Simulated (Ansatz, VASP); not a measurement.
# SnTe2 in two plane-wave programs

One calculation is typed for both programs; each brings its own data sets. How far apart do they land? The cell is generated by rule, not measured, and may not be a known phase. The cell is taken from a series of runs on this material, whose earlier steps may have relaxed, scaled, displaced or heated it; both programs get it as it stands.

Main program and level: Ansatz 0.2.0; plane waves, with VASP 6.6.1 beside it; single point at PBE.

The structure was built from a prototype and need not be the compound's stable phase.

## Step 1: Set-up

The structure is orthorhombic, space group Pmma (No. 51). Conventional cell: a = 9.981 Å, b = 4.424 Å, c = 9.981 Å, α = 90.00°, β = 90.00°, γ = 90.00°. Nearest to Sn lie 6 Te at 2.83 to 3.20 Å. Nearest to Sn lie 6 Te at 2.95 to 3.03 Å. Nearest to Te lie 3 Sn at 2.98 to 3.20 Å. Nearest to Te lie 3 Sn at 2.83 to 2.95 Å. Nearest to Te lie 3 Sn at 3.01 to 3.03 Å. Farther neighbours and most contacts between anions are not listed.

Structure file:

```xyz
12
Lattice="0.0000 0.0000 -4.4241 -7.0577 -7.0577 0.0000 -7.0577 7.0577 0.0000" Properties=species:S:1:pos:R:3 pbc="T T T"
Sn   -7.2006   -0.1429    0.0000
Sn   -6.9148   -6.9148    0.0000
Sn  -10.5839   -3.5262   -2.2120
Sn   -3.5316   -3.5316   -2.2120
Te   -4.9380    2.1197    0.0000
Te   -4.9136   -4.9136    0.0000
Te   -9.2018   -2.1441    0.0000
Te   -2.1197   -2.1197    0.0000
Te   -1.6232    1.1707   -2.2120
Te   -8.2284    1.6232   -2.2120
Te   -5.8871    5.4345   -2.2120
Te   -5.4345   -1.1707   -2.2120
```

## Step 2: VASP: single point, PBE, pair 1

With cell and atoms fixed, the geometry can't cause a difference; cores, projectors, grids and the points listed under the comparison can.

Lines of VASP's logs that name or quote its potential files are left out, and so is its time.

INCAR reads:

```
SYSTEM = SnTe2
PREC = Accurate
ENCUT = 500
EDIFF = 1E-06
NELM = 120
ISMEAR = 1
SIGMA = 0.2
LREAL = .FALSE.
ALGO = Normal
GGA = PE
NBANDS = 64
LORBIT = 11
LWAVE = .FALSE.
LCHARG = .FALSE.
ISIF = 2
LASPH = .TRUE.
GGA_COMPAT = .FALSE.
KPAR = 2
```

POSCAR reads:

```
SnTe2
1.0
    0.0000000000      0.0000000000     -4.4240602484
   -7.0577214653     -7.0577214653      0.0000000000
   -7.0577214653      7.0577214653      0.0000000000
Sn Te
4 8
Direct
    0.0000000000      0.5202512881      0.5000000000
    0.0000000000      0.9797487119      0.0000000000
    0.5000000000      0.9996180708      0.5000000000
    0.5000000000      0.5003819292      0.0000000000
    0.0000000000      0.1996592086      0.5000000000
    0.0000000000      0.6962021723      0.0000000000
    0.0000000000      0.8037978277      0.5000000000
    0.0000000000      0.3003407914      0.0000000000
    0.5000000000      0.0320605129      0.1979306904
    0.5000000000      0.4679394871      0.6979306904
    0.5000000000      0.0320605129      0.8020693096
    0.5000000000      0.4679394871      0.3020693096
```

KPOINTS reads:

```
Automatic mesh
0
Gamma
8 4 4
0 0 0
```

The projector-augmented-wave data sets are Sn_d and Te (PBE family, release 64).

Command:

```bash
mpirun -np 2 vasp_std
```

Numbers of over 12 decimals in the logs are rounded to 6 here.

The program printed:

```text
[banner, memory and clock lines left out]
running    2 mpi-ranks, on    1 nodes
 distrk:  each k-point on    1 cores,    2 groups
 distr:  one band on    1 cores,    1 groups

 POSCAR found type information on POSCAR SnTe
 POSCAR found :  2 types and      12 ions
 LDA part: xc-table for (Slater+PW92), standard interpolation
 POSCAR, INCAR and KPOINTS ok, starting setup
 FFT: planning ... GRIDC
 FFT: planning ... GRID_SOFT
 FFT: planning ... GRID
 WAVECAR not read
 entering main loop
       N       E                     dE             d eps       ncg     rms          rms(c)
DAV:   1     0.959199104377E+03    0.95920E+03   -0.41970E+04  5760   0.164E+03
DAV:   2     0.117853444828E+03   -0.84135E+03   -0.81680E+03  5992   0.410E+02
DAV:   3    -0.293196267607E+02   -0.14717E+03   -0.14258E+03  6680   0.173E+02
DAV:   4    -0.397637854923E+02   -0.10444E+02   -0.10235E+02  6720   0.459E+01
DAV:   5    -0.401940132901E+02   -0.43023E+00   -0.42845E+00  8168   0.952E+00    0.113E+01
DAV:   6    -0.397778495481E+02    0.41616E+00   -0.96259E-01  7176   0.545E+00    0.799E+00
DAV:   7    -0.397803158811E+02   -0.24663E-02   -0.51362E-01  7424   0.257E+00    0.799E-01
DAV:   8    -0.397633827453E+02    0.16933E-01   -0.10547E-01  6936   0.157E+00    0.880E-01
DAV:   9    -0.397644769713E+02   -0.10942E-02   -0.11336E-02  7328   0.303E-01    0.470E-01
DAV:  10    -0.397650520396E+02   -0.57507E-03   -0.71420E-04  6512   0.112E-01    0.198E-01
DAV:  11    -0.397651194484E+02   -0.67409E-04   -0.40189E-04  6976   0.859E-02    0.378E-02
DAV:  12    -0.397651431059E+02   -0.23657E-04   -0.14150E-04  7376   0.379E-02    0.226E-02
DAV:  13    -0.397651483592E+02   -0.52533E-05   -0.86376E-06  5744   0.101E-02    0.748E-03
DAV:  14    -0.397651514240E+02   -0.30649E-05   -0.47376E-06  5576   0.696E-03    0.266E-03
DAV:  15    -0.397651515216E+02   -0.97547E-07   -0.19450E-07  3784   0.218E-03
   1 F= -.39765152E+02 E0= -.39768691E+02  d E =0.106173E-01
```

OUTCAR, selected parts (step 2):

```text
ion  position               nearest neighbor table
   1  0.000  0.520  0.500-   7 2.83  10 3.01  12 3.01  10 3.01  12 3.01   5 3.20
   2  0.000  0.980  0.000-   6 2.83   9 3.01  11 3.01   9 3.01  11 3.01   8 3.20
   3  0.500  1.000  0.500-   7 2.95   7 2.95   5 2.98   5 2.98   9 3.03  11 3.03
   4  0.500  0.500  0.000-   6 2.95   6 2.95   8 2.98   8 2.98  10 3.03  12 3.03
   5  0.000  0.200  0.500-   3 2.98   3 2.98   1 3.20
   6  0.000  0.696  0.000-   2 2.83   4 2.95   4 2.95
   7  0.000  0.804  0.500-   1 2.83   3 2.95   3 2.95
   8  0.000  0.300  0.000-   4 2.98   4 2.98   2 3.20
   9  0.500  0.032  0.198-   2 3.01   2 3.01   3 3.03
  10  0.500  0.468  0.698-   1 3.01   1 3.01   4 3.03
  11  0.500  0.032  0.802-   2 3.01   2 3.01   3 3.03
  12  0.500  0.468  0.302-   1 3.01   1 3.01   4 3.03

  LATTYP: Found a simple tetragonal cell.
 ALAT       =     9.9811254157
 C/A-ratio  =     0.4432426269

 Subroutine GETGRP returns: Found  8 space group operations
 (whereof  4 operations were pure point group operations)

The static configuration has the point symmetry C_2v.
 The point group associated with its full space group is D_2h.

 Found     45 irreducible k-points:

   k-points           NKPTS =     45   k-points in BZ     NKDIM =     45   number of bands    NBANDS=     64

   dimension x,y,z NGX =    32 NGY =   80 NGZ =   80
   dimension x,y,z NGXF=    64 NGYF=  160 NGZF=  160

   ENCUT  =  500.0 eV  36.75 Ry    6.06 a.u.   8.07 18.20 18.20*2*pi/ulx,y,z

   NELECT =     104.0000    total number of electrons

 k-points in reciprocal lattice and weights: Automatic mesh
   0.00000000  0.00000000  0.00000000       0.008
   0.12500000  0.00000000  0.00000000       0.016
   0.25000000  0.00000000  0.00000000       0.016
   0.37500000  0.00000000  0.00000000       0.016
   0.50000000  0.00000000  0.00000000       0.008
   0.00000000  0.25000000  0.00000000       0.016
   0.00000000  0.00000000  0.25000000       0.016
   0.12500000  0.25000000  0.00000000       0.031
   0.12500000  0.00000000  0.25000000       0.031
[...]
0.37500000  0.50000000  0.50000000       0.016
   0.50000000  0.50000000  0.50000000       0.008

 average (electrostatic) potential at core
       1-102.8065       2-102.8065       3-102.8265       4-102.8265       5 -89.7579
       6 -89.5052       7 -89.5052       8 -89.7579       9 -89.6432      10 -89.6432
      11 -89.6432      12 -89.6432

 E-fermi :   4.4367

 k-point     1 :       0.0000    0.0000    0.0000
  band No.  band energies     occupation
    ...
     49       3.6844      2.00000
     50       3.7912      2.00005
     51       4.0043      2.00916
     52       4.4082      1.23887
     53       4.4868      0.59079
     54       4.8114     -0.02353
     55       4.8262     -0.01889
     56       5.0453     -0.00015
     57       6.4164     -0.00000
     58       6.4258     -0.00000
    ...

 k-point     2 :       0.1250    0.0000    0.0000
  band No.  band energies     occupation
    ...
     48       3.9249      2.00177
     49       3.9480      2.00297
     50       4.2271      2.05881
     51       4.2723      1.99098
     52       4.4424      0.95154
     53       4.7934     -0.03014
     54       4.8611     -0.01057
     55       5.0337     -0.00020
     56       5.5133     -0.00000
     57       6.9085     -0.00000
    ...

 k-point     3 :       0.2500    0.0000    0.0000
  band No.  band energies     occupation
    ...
     47       3.7957      2.00006
     48       3.9371      2.00233
     49       3.9646      2.00422
     50       4.0427      2.01759
     51       4.1233      2.04918
     52       4.5180      0.37128
     53       4.6062     -0.00245
     54       5.0255     -0.00025
     55       5.0817     -0.00005
     56       5.8443     -0.00000
    ...

  Total       -0.3746532     -0.3746532     -0.7087050      3.3046204      0.0000000      0.0000000
  in kB       -1.3619461     -1.3619461     -2.5762974     12.0130175      0.0000000      0.0000000
  external PRESSURE =      -1.7667299 kB  Pullay stress =       0.0000000 kB

  energy-cutoff  :      500.00
  volume of cell :      440.74
      direct lattice vectors                 reciprocal lattice vectors
     0.000000000  0.000000000 -4.424060248     0.000000000  0.000000000 -0.226036705
    -7.057721465 -7.057721465  0.000000000    -0.070844394 -0.070844394  0.000000000
    -7.057721465  7.057721465  0.000000000    -0.070844394  0.070844394  0.000000000

 POSITION                                       TOTAL-FORCE (eV/Angst)
 -----------------------------------------------------------------------------------
     -7.20065     -0.14293      0.00000         0.089416      0.089416      0.000000
     -6.91479     -6.91479      0.00000        -0.089416     -0.089416      0.000000
    -10.58389     -3.52617     -2.21203        -0.072231     -0.072231      0.000000
     -3.53156     -3.53156     -2.21203         0.072231      0.072231      0.000000
     -4.93800      2.11972      0.00000         0.038921      0.038921      0.000000
     -4.91360     -4.91360      0.00000         0.140235      0.140235      0.000000
     -9.20184     -2.14412      0.00000        -0.140235     -0.140235      0.000000
     -2.11972     -2.11972      0.00000        -0.038921     -0.038921      0.000000
     -1.62321      1.17067     -2.21203        -0.064700     -0.298819      0.000000
     -8.22839      1.62321     -2.21203         0.298819      0.064700      0.000000
     -5.88706      5.43451     -2.21203        -0.298819     -0.064700      0.000000
     -5.43451     -1.17067     -2.21203         0.064700      0.298819      0.000000
 -----------------------------------------------------------------------------------
    total drift:                                0.000000     -0.000000     -0.000000

  FREE ENERGIE OF THE ION-ELECTRON SYSTEM (eV)
  ---------------------------------------------------
  free  energy   TOTEN  =       -39.7651515216 eV

  energy  without entropy=      -39.7757688175  energy(sigma->0) =      -39.76869062

 total charge
# of ion       s       p       d       tot
------------------------------------------
    1        1.185   0.910  10.020  12.115
    2        1.185   0.910  10.020  12.115
    3        1.183   0.908  10.026  12.117
    4        1.183   0.908  10.026  12.117
    5        1.405   1.885   0.021   3.311
    6        1.387   1.974   0.022   3.383
    7        1.387   1.974   0.022   3.383
    8        1.405   1.885   0.021   3.311
    9        1.400   1.906   0.020   3.326
   10        1.400   1.906   0.020   3.326
   11        1.400   1.906   0.020   3.326
   12        1.400   1.906   0.020   3.326
--------------------------------------------------
tot         15.919  18.977  40.259  75.155

[... 3 further parts left out ...]
```

The run ends at a pressure of -0.18 GPa, with forces up to 0.31 eV/Å.

## Step 3: Ansatz: single point, PBE, pair 1

Ansatz runs on its default PAW (the set named soft_2) files.

The same cell, functional, mesh and smearing now go to Ansatz, which takes its cutoff from its data sets.

input.yaml reads:

```yaml
crystal:
  lattice:
    - [0.0, 0.0, -4.4240602484]
    - [-7.0577214653, -7.0577214653, 0.0]
    - [-7.0577214653, 7.0577214653, 0.0]
  atoms:
    - { symbol: Sn, position: [0.0, 0.5202512881, 0.5] }
    - { symbol: Sn, position: [0.0, 0.9797487119, 1.0] }
    - { symbol: Sn, position: [0.5, 0.9996180708, 0.5] }
    - { symbol: Sn, position: [0.5, 0.5003819292, 0.0] }
    - { symbol: Te, position: [0.0, 0.1996592086, 0.5] }
    - { symbol: Te, position: [0.0, 0.6962021723, 0.0] }
    - { symbol: Te, position: [0.0, 0.8037978277, 0.5] }
    - { symbol: Te, position: [0.0, 0.3003407914, 0.0] }
    - { symbol: Te, position: [0.5, 0.0320605129, 0.1979306904] }
    - { symbol: Te, position: [0.5, 0.4679394871, 0.6979306904] }
    - { symbol: Te, position: [0.5, 0.0320605129, 0.8020693096] }
    - { symbol: Te, position: [0.5, 0.4679394871, 0.3020693096] }
kpoints:
  mp_grid: { grid: [8, 4, 4] }
hamiltonian:
  xc: pbe
scf:
  occupations: { method: methfessel_paxton, width: 0.2 }
output:
  forces: true
  stress: true
  eigenvalues: true
```

Command:

```bash
ansatz run input.yaml --threads 4 --pin off --max-ram 14336MiB --backend cpu --events-out ev --progress --plain --runs-dir out
```

The program printed:

```text
Engine: ansatz 0.2.0, aarch64-unknown-linux-gnu
Pseudopotentials: kind: paw
Pseudopotential: Sn, paw, valence charge 14, recommended cutoff 420 eV (normal), Sn.paw.azcp
Pseudopotential: Te, paw, valence charge 16, recommended cutoff 420 eV (normal), Te.paw.azcp
Functional definition: PBE
  parameter kappa = 0.804
  parameter beta = 0.066725
  exchange = pbe_x(kappa = kappa, mu = beta*pi^2/3)
  correlation = pbe_c(beta = beta)
Crystal: 12 atoms, lattice volume = 440.738 Å³
Basis set: ecut = 420 eV, 8627 PW (Γ), exchange–correlation on 60×144×144 points (8 copies of the dense FFT grid, shifted against one another)
Bands: 111, of which v1, the nominal top of the filled ones, is band 92 counted from 1 (91 counted from 0)
Symmetry: 8 space group operations
Space group: Pmma (ITA 51), of the structure as read, at distance tolerance 7.6e-5 Å
k-points: 45 of 128
Non-local potential: Sn, projectors of the file, l = 0: 2, l = 1: 2, l = 2: 2, l = 3: 2
Non-local potential: Te, projectors of the file, l = 0: 2, l = 1: 2, l = 2: 2, l = 3: 2
PAW form: soft (Blöchl's): semilocal exchange-correlation on the pseudo side does not see the compensation charge
PAW one-centre angular grid: Sn, 590 points (default); XC on 64 Gauss nodes
PAW one-centre angular grid: Te, 590 points (default); XC on 64 Gauss nodes
Initial density: superposition of atomic densities (neutral atoms: chi_scale 0, normalization atom), corrected by the library's trained network
Initial wavefunctions: pseudopotential atomic-orbital guess
Functional: x = pbe(κ = 0.804, μ = 0.219515), c = pbe(β = 0.066725)
SCF iter   1: F=—  HF=-79935.756527 eV  |F-HF|=—  |Δ(HF+E_count)|=         —  Δρ=2.26e-3  dr2=4.00e-2  ethr=1.77e-3  ⟨swp⟩=7.3  Hψ=19788  notcnv=0
preconditioner: auto → LDOS  [metal: Δε(μ)=0.011 eV  Ē_g=8.085 eV  σ=0.200 eV  W_gap=0.05  n_scr=94 (ndim 8)  ℏωp=14.2 eV  f_vac=0.078  D(μ)=6.55/eV (n_scr^D=30)  β→1.0]
SCF iter   2: F=—  HF=-79935.750887 eV  |F-HF|=—  |Δ(HF+E_count)|=   5.64e-3  S|Δr|=    0.00e0  Δρ=1.34e-3  dr2=1.04e-2  ethr=2.18e-5  ⟨swp⟩=2.0  Hψ=9560  notcnv=0  defer=1
SCF iter   3: F=—  HF=-79935.747922 eV  |F-HF|=—  |Δ(HF+E_count)|=   2.97e-3  S|Δr|=    0.00e0  Δρ=4.42e-4  dr2=1.51e-3  ethr=5.63e-6  ⟨swp⟩=2.0  Hψ=8408  notcnv=0  defer=1
SCF iter   4: F=—  HF=-79935.747618 eV  |F-HF|=—  |Δ(HF+E_count)|=   3.04e-4  S|Δr|=    0.00e0  Δρ=1.07e-4  dr2=6.51e-5  ethr=8.22e-7  ⟨swp⟩=2.0  Hψ=8491  notcnv=0  defer=1
SCF iter   5: F=—  HF=-79935.747552 eV  |F-HF|=—  |Δ(HF+E_count)|=   6.52e-5  S|Δr|=    0.00e0  Δρ=3.04e-5  dr2=1.16e-5  ethr=3.54e-8  ⟨swp⟩=2.0  Hψ=7988  notcnv=0  defer=1
SCF iter   6: F=—  HF=-79935.747553 eV  |F-HF|=—  |Δ(HF+E_count)|=   4.08e-7  S|Δr|=    0.00e0  Δρ=1.14e-5  dr2=9.52e-7  ethr=6.28e-9  ⟨swp⟩=2.0  Hψ=7994  notcnv=0  defer=1
SCF iter   7: F=-79935.747553 eV  HF=-79935.747553 eV  |F-HF|=1.60e-8  |Δ(HF+E_count)|=   1.12e-7  S|Δr|=    0.00e0  Δρ=3.16e-6  dr2=6.23e-8  ethr=5.43e-11  ⟨swp⟩=9.9  Hψ=27553  notcnv=0
SCF 1 converged in 7 iterations: F = -79935.747553 eV  dr2 = 6.23e-8
  greatest PAW one-centre occupation: 0.998 electrons in one spin orbital (limit 2), on the Te atom at site 6 (counted from 0), in its partial waves of l = 2
SCF converged after 7 iterations
Stability not checked: this state was not tested for a lower state beside it, because cold or Methfessel-Paxton smearing, or corrected tetrahedra, fill the levels in a way that the test cannot read (fill_not_monotonic; see scf.lower_state_search)
Free energy (F): -79935.747553 eV
Harris-Foulkes:  -79935.747553 eV  (|F-HF|=1.60e-8)
Internal energy: -79935.758120 eV  (E = F + TS)
E sigma→0 (E₀):  -79935.750195 eV
Entropy (-TS):   0.010567 eV (0.881 meV/atom)
Fermi energy:    6.851686 eV
Step filling:    the computed levels leave a gap of 0.0045 eV = 0.0 smearing widths at the electron count; against every level under it full and every level over it empty, smearing changes F+E_penalty+E_count by +1.931 meV and its σ→0 estimate by -0.711 meV
--- Per-component energies (eV) ---
  E_band       = -2814.000022
  E_kinetic    = 2182.013582
  E_local      = -16285.007490  (includes V_loc(G=0)·N_el)
  E_nonlocal   = -2609.345982
  E_hartree    = 9787.575034
  E_xc         = -2516.140813
  E_vxc        = -1206.231917  (∫ρ·V_xc dr)
  E_paw        = -53850.149591  (= ΣΔE_a)
  E_vpaw       = -4470.570996  (= ΣTr[D̂ρ^β])
  E_aug_tail   = -0.001507  (compensation charges beyond the density's cutoff)
  E_ewald      = -16644.701354
  E_smearing   = 0.010567  (= −TS)
  E_closure    = 0.000000  (closes the sum)
  Σ components = -79935.747553   (vs F -79935.747553, Δ=0.00e0)
--- Forces (eV/Å), atoms counted from 1 ---
  atom   1  Sn     0.08497159     0.08497159     0.00000000
  atom   2  Sn    -0.08497159    -0.08497159     0.00000000
  atom   3  Sn    -0.07138286    -0.07138286     0.00000000
  atom   4  Sn     0.07138286     0.07138286     0.00000000
  atom   5  Te     0.04245055     0.04245055     0.00000000
  atom   6  Te     0.13973486     0.13973486     0.00000000
  atom   7  Te    -0.13973486    -0.13973486     0.00000000
  atom   8  Te    -0.04245055    -0.04245055     0.00000000
  atom   9  Te    -0.06407871    -0.30151800     0.00000000
  atom  10  Te     0.30151800     0.06407871     0.00000000
  atom  11  Te    -0.30151800    -0.06407871     0.00000000
  atom  12  Te     0.06407871     0.30151800     0.00000000
  max |Σ_I F_I| component: 5.55e-17 eV/Å
--- Stress (GPa, compression-positive) ---
       -0.120315       1.204278       0.000000
        1.204278      -0.120315      -0.000000
        0.000000      -0.000000      -0.250375
  P = ⅓ Tr σ = -0.1637 GPa (-1.637 kbar)
--- Band table (eV; the first three rows and the last of 45) ---
  k-point 0: bands = [... 88 lower, 6.0972, 6.2046, 6.4156, 6.8221, 6.9025, 7.2251, 7.2431, 7.4602, ... 15 higher]
  k-point 1: bands = [... 88 lower, 6.2607, 6.3391, 6.3717, 6.6402, 6.9227, 7.1792, 7.3402, 7.4426, ... 15 higher]
  k-point 2: bands = [... 88 lower, 6.3851, 6.3851, 6.3918, 6.3918, 7.1338, 7.1338, 7.3314, 7.3314, ... 15 higher]
  k-point 44: bands = [... 88 lower, 6.3749, 6.3749, 6.4595, 6.4595, 7.6750, 7.6750, 7.7366, 7.7366, ... 15 higher]
```

The run ends at a pressure of -0.16 GPa, with forces up to 0.31 eV/Å.

## Step 4: Side by side

Known differences besides the potentials themselves: the data sets hold 184 valence electrons in Ansatz (on its default PAW (the set named soft_2) files) and 104 in VASP; the cutoff is 420 eV in Ansatz and 500 eV in VASP. Total energies have different zeros and are not compared.

The two programs side by side:

```csv
quantity,Ansatz,VASP,difference
pressure (GPa),-0.16,-0.18,+0.01
```

Forces on 9 of the 12 atoms, those with the largest forces and the largest differences (eV/Å; atoms numbered as in POSCAR):

```csv
atom,"Ansatz x, y, z","VASP x, y, z"
Sn1,"0.085, 0.085, 0.000","0.089, 0.089, 0.000"
Sn2,"-0.085, -0.085, 0.000","-0.089, -0.089, 0.000"
Te6,"0.140, 0.140, 0.000","0.140, 0.140, 0.000"
Te7,"-0.140, -0.140, 0.000","-0.140, -0.140, 0.000"
Te8,"-0.042, -0.042, 0.000","-0.039, -0.039, 0.000"
Te9,"-0.064, -0.302, 0.000","-0.065, -0.299, 0.000"
Te10,"0.302, 0.064, 0.000","0.299, 0.065, 0.000"
Te11,"-0.302, -0.064, 0.000","-0.299, -0.065, 0.000"
Te12,"0.064, 0.302, 0.000","0.065, 0.299, 0.000"
```

The forces differ by 2.1 meV/Å r.m.s., which is 1.8 % of the r.m.s. force of 0.119 eV/Å (both taken over all components).

[end of part 1 of 2]

[Lines on the potential files, build, host, timing and source positions are cut from VASP's logs without a mark.]

[Logs are printed without paths, hosts, clocks, repeated set-up lines and the standing remarks that a program may print on its own settings, such as how far it seeks lower states.]

[Hosts, paths, dates, database ids (printed as entryN), source tags and the programs' standing remarks are cut or masked in the printed files.]
